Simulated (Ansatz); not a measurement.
**AlN: short dynamics, then relaxation**

A packing of 14 atoms, thrown in at random and pushed apart as soft spheres with like charges further apart (7 Al, 7 N) went through Langevin stages in a fixed cell of 11.50 Å³/atom, at one k point, without spin and with a Fermi–Dirac width of kT (0.05 eV at least). Theory: DFT PBE, scalar-relativistic, plane waves, PAW in Ansatz 0.2.0.

```json
{"thermostat (K)": "3800", "duration (fs)": "48", "friction (1/fs)": "0.030", "cutoff (eV)": "320", "mean T (K)": "4136", "mean P (GPa)": "12.7", "mean square displacement (Å²)": "0.31"}
{"thermostat (K)": "3800", "duration (fs)": "500", "friction (1/fs)": "0.030", "cutoff (eV)": "420", "mean T (K)": "3874", "mean P (GPa)": "3.4", "mean square displacement (Å²)": "1.94"}
{"thermostat (K)": "2740", "duration (fs)": "500", "friction (1/fs)": "0.030", "cutoff (eV)": "420", "mean T (K)": "2746", "mean P (GPa)": "3.4", "mean square displacement (Å²)": "1.23"}
{"thermostat (K)": "1520", "duration (fs)": "500", "friction (1/fs)": "0.030", "cutoff (eV)": "420", "mean T (K)": "1552", "mean P (GPa)": "3.4", "mean square displacement (Å²)": "1.04"}
{"thermostat (K)": "300", "duration (fs)": "500", "friction (1/fs)": "0.030", "cutoff (eV)": "420", "mean T (K)": "286", "mean P (GPa)": "0.6", "mean square displacement (Å²)": "0.30"}
```

Means run over the second half of a stage; pressure includes the kinetic part; displacements count from the stage's start, the atoms' common shift taken off. In so short a run the atoms moved about a bond length or less in the hot stages, so this is an annealed packing, not a quenched equilibrium liquid.

Cell and atoms were then relaxed on coarser meshes and computed once more: Settings: cutoff 420 eV, Γ-centred mesh 5×4×4 on the computed 14-atom cell, Gaussian smearing of 0.02 eV; no spin polarisation.

Question: What structure is left?

Answer: One draw of many: 11.60 Å³/atom with a gap on the mesh of 0.93 eV, 0.76 eV/atom below the elements' standard states (static lattices, no corrections for gases) (a random packing after short dynamics, relaxed).

Counting as bonded all pairs within 1.2 times the summed covalent radii, but none from a metal cation to another cation:

```tsv
atom → neighbour	mean count	mean length (Å)	spread (Å)
Al → N	3.71	1.93	0.07
N → Al	3.71	1.93	0.07
N → N	0.29	1.63	0.00
```

Angles between all pairs of such bonds at an atom (mean ± spread): 108 ± 14° at Al, 109 ± 20° at N.

```yaml
crystal:
  lattice:
    - [5.19745, 0.13448, 0.51799]
    - [0.15961, 5.41090, -0.11450]
    - [0.55400, -0.13459, 5.83842]
  atoms:
    - { symbol: Al, position: [0.30039, 0.85492, 0.15729] }
    - { symbol: Al, position: [0.08933, 0.44923, 0.54849] }
    - { symbol: Al, position: [0.96816, 0.08495, 0.80463] }
    - { symbol: Al, position: [0.40536, 0.40298, 0.94777] }
    - { symbol: Al, position: [0.86282, 0.61384, 0.10483] }
    - { symbol: Al, position: [0.51772, 0.97791, 0.59832] }
    - { symbol: Al, position: [0.84982, 0.11610, 0.25355] }
    - { symbol: N, position: [0.07093, 0.72965, 0.79330] }
    - { symbol: N, position: [0.15695, 0.53234, 0.23527] }
    - { symbol: N, position: [0.60822, 0.85118, 0.28196] }
    - { symbol: N, position: [0.37357, 0.73839, 0.82579] }
    - { symbol: N, position: [0.72648, 0.31087, 0.03507] }
    - { symbol: N, position: [0.27570, 0.23607, 0.71334] }
    - { symbol: N, position: [0.81652, 0.19159, 0.56313] }
```

The final mesh leaves forces up to 0.12 eV/Å and stresses up to 0.3 GPa: the relaxation ran on a coarser mesh, so the cell's shape, its bonds and its energy belong partly to that mesh.

An odd mesh misses points on the zone edge, so a gap read on it can be too wide.

Cost: 6 runs of about 12 core-minutes in all (earlier runs that led there not counted), on Arm Neoverse V1 (shared hosts).